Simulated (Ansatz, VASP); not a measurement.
**ZnSe in VASP and in Ansatz**

The input INCAR:

```
ALGO = Normal
EDIFF = 1E-8
ENCUT = 520
GGA = CA
ISIF = 2
ISMEAR = -1
LASPH = True
LCHARG = False
LEFG = True
LREAL = False
LWAVE = False
NBANDS = 16
NELM = 80
PREC = Accurate
SIGMA = 0.03
```

Contents of KPOINTS:

```
k-points
0
Gamma
  8 8 8
```

The input POSCAR:

```
ZnSe
1.0
    0.0000000000      2.8904760000      2.8338000000
    2.8904760000      0.0000000000      2.8338000000
    2.8904760000      2.8904760000      0.0000000000
Zn Se
1 1
Direct
    0.0000000000      0.0000000000      0.0000000000
    0.7500000000      0.7500000000      0.7500000000
```

Input for Ansatz:

```yaml
crystal:
  lattice:
    - [0.0, 2.890476, 2.8338]
    - [2.890476, 0.0, 2.8338]
    - [2.890476, 2.890476, 0.0]
  atoms:
    - { symbol: Zn, position: [0.0, 0.0, 0.0] }
    - { symbol: Se, position: [0.75, 0.75, 0.75] }
kpoints:
  mp_grid: { grid: [8, 8, 8] }
scf:
  occupations: { method: fermi_dirac, width: 0.03 }
hamiltonian:
  xc: lda
  pseudopotentials: { kind: all_electron, datasets: crystal }
output:
  forces: true
  stress: true
  eigenvalues: true
  efg: { contact_densities: true }
```

Change from the starting cell: equal xx and yy strain of +2 %, crystal datasets.

Alike in both runs: task electric field gradients; functional LDA; k mesh 8 × 8 × 8; occupations fermi-dirac, width 0.03 eV; no spin polarisation.

```csv
,VASP,Ansatz
version,VASP 6.6.1,Ansatz 0.2.0
potentials or method,"VASP PAW LDA potentials, release 64 (Zn, Se)","all-electron PAW with datasets made for the crystal, scalar-relativistic"
plane-wave cutoff (eV),520,see its input
```

VASP gave:

* pressure (GPa): -5.2
* largest component of the traceless stress (GPa): 0.51
* Vzz of the field gradient on the site that differs most (V/Å²): -8.1

Problem. Which values does Ansatz return?

Solution. Pressure (GPa): -5.4; largest component of the traceless stress (GPa): 0.51; Vzz of the field gradient on the site that differs most (V/Å²): -8.4.

Ansatz ran all-electron here, so the differences hold the error of VASP's frozen core and of both bases.
